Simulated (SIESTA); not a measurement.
ZnO (zincite):

```
Zn O
1.0
     3.24931    0.00000    0.00000
    -1.62465    2.81398    0.00000
     0.00000    0.00000    5.20571
Zn O
2 2
Direct
  0.66667 0.33333 0.00000
  0.33333 0.66667 0.50000
  0.33333 0.66667 0.87901
  0.66667 0.33333 0.37901
```

Base run:

```yaml
Program: SIESTA 5.4.2
Functional: PBE
Potentials_or_basis: PseudoDojo 0.4 standard (PBE files)
Basis: TZP (energy shift 0.002 Ry)
Grid_cutoff: 800 Ry
Energy_shift: 0.002 Ry
k_mesh: 9 × 9 × 5
Occupations: fermi-dirac, width 0.05 eV
Spin: no spin polarisation
```

Its results: band gap on the k mesh 1.12 eV, direct; pressure 5.9 GPa; largest force 0.118 eV/Å.

Q: The run is repeated on the same cell with these changes: basis from TZP (energy shift 0.002 Ry) to DZP (energy shift 0.01 Ry); energy shift from 0.002 Ry to 0.01 Ry. What comes out?

A: Band gap on the k mesh 1.13 eV, direct; pressure -1.8 GPa; largest force 0.050 eV/Å.

Caveats: semicore shells carry a single zeta, which can move pressures by several GPa and volumes by a few percent; the valence orbitals were made in a potential fitted to the semicore shell under them, which widens gaps by tenths of an eV or more; the basis of atomic orbitals isn't converged, which shifts pressures, moduli and gaps.

Not every run made on this cell is shown here.
